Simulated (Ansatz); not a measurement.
# ZnS (F-43m), random displacements

Theory: Ansatz, DFT r2SCAN, scalar-relativistic, plane waves, PAW. The runs took a 500 eV cutoff, a Γ-centred 4×4×4 mesh and Gaussian smearing (0.05 eV). No spin polarisation. Energies are free energies at this smearing, counted from the undisturbed cell; pressure is positive in compression.

The undisturbed cell (relaxed at this level):

```xyz
8
Lattice="5.3890 0.0000 0.0000 0.0000 -5.3890 0.0000 0.0000 0.0000 -5.3890" Properties=species:S:1:pos:R:3 pbc="T T T"
Zn    0.0000    0.0000    0.0000
Zn    2.6945   -2.6945    0.0000
Zn    2.6945    0.0000   -2.6945
Zn    0.0000   -2.6945   -2.6945
S     4.0418   -4.0418   -4.0418
S     1.3473   -1.3473   -4.0418
S     1.3473   -4.0418   -1.3473
S     4.0418   -1.3473   -1.3473
```

The atoms are displaced (Å, in the unstrained cell):

```
atom ux uy uz
 Zn1   0.017   0.090   0.012
 Zn2   0.011  -0.189   0.502
 Zn3  -0.556   0.394   0.315
 Zn4   0.312  -0.106  -0.527
  S5  -0.237  -0.140  -0.148
  S6   0.043  -0.133  -0.004
  S7   0.276  -0.266  -0.067
  S8   0.133   0.349  -0.083
```

The cell is not strained.

Problem. What are the energy change, the stress and the forces?

Solution. ΔE = 3307.7 meV/atom; stress (xx, yy, zz, yz, xz, xy; compression positive) (29.06, 46.11, 66.86, 38.18, -34.67, -27.81) GPa; gap on the mesh 0.59 eV.
| atom | Fx (eV/Å) | Fy | Fz |
| --- | --- | --- | --- |
| Zn1 | -0.07 | -0.54 | -0.47 |
| Zn2 | -3.20 | 5.66 | -5.07 |
| Zn3 | 35.29 | -45.76 | -62.46 |
| Zn4 | -5.23 | -4.08 | 4.11 |
| S5 | 5.97 | -5.25 | 4.32 |
| S6 | 2.51 | 6.07 | -2.29 |
| S7 | -34.81 | 46.05 | 62.69 |
| S8 | -0.46 | -2.14 | -0.84 |

Cost: 1 run of about 0.91 core-minutes, on Intel Xeon Processor @ 2.70GHz (shared hosts).